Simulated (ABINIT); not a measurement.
Crystal: Pb.

```
CELL_PARAMETERS angstrom
0.00000 3.43900 3.43900
3.43900 0.00000 3.43900
3.43900 3.43900 0.00000
ATOMIC_POSITIONS crystal
Pb 0.25000 0.25000 0.25000
Pb 0.00000 0.00000 0.00000
```

This isn't the form of Pb at room conditions, which is fcc.

| Item | Value |
| --- | --- |
| Program | ABINIT 10.8.3 (patched build) |
| Task | single point |
| Functional | PBE |
| Potentials or basis | JTH PAW PBE v2.0 |
| Cutoff | 599 eV |
| k mesh | 7 × 7 × 7 |
| Occupations | fermi-dirac, width 0.05 eV |
| Spin | no spin polarisation |

On this cell: pressure 2.4 GPa; largest force zero by symmetry; band gap on the k mesh none (metal or under the smearing width).

The same run follows on a disturbed copy (atoms moved at random, drawn with an rms of 0.05 Å):

```
Pb
1.0
     0.00000    3.43900    3.43900
     3.43900    0.00000    3.43900
     3.43900    3.43900    0.00000
Pb
2
Direct
  0.24233 0.24870 0.24871
  0.00968 0.98262 0.01781
```

What changes?

The energy (extrapolated to zero smearing) moves by +19.0 meV/atom; pressure 2.6 GPa; largest force 0.651 eV/Å; band gap on the k mesh none (metal or under the smearing width).

Forces on the atoms (eV/Å):
```
Pb   0.062  0.646  0.039
Pb  -0.062 -0.646 -0.039
```

Stress tensor (GPa, compression positive):
```
2.77 0.11 1.87
0.11 2.37 0.18
1.87 0.18 2.77
```
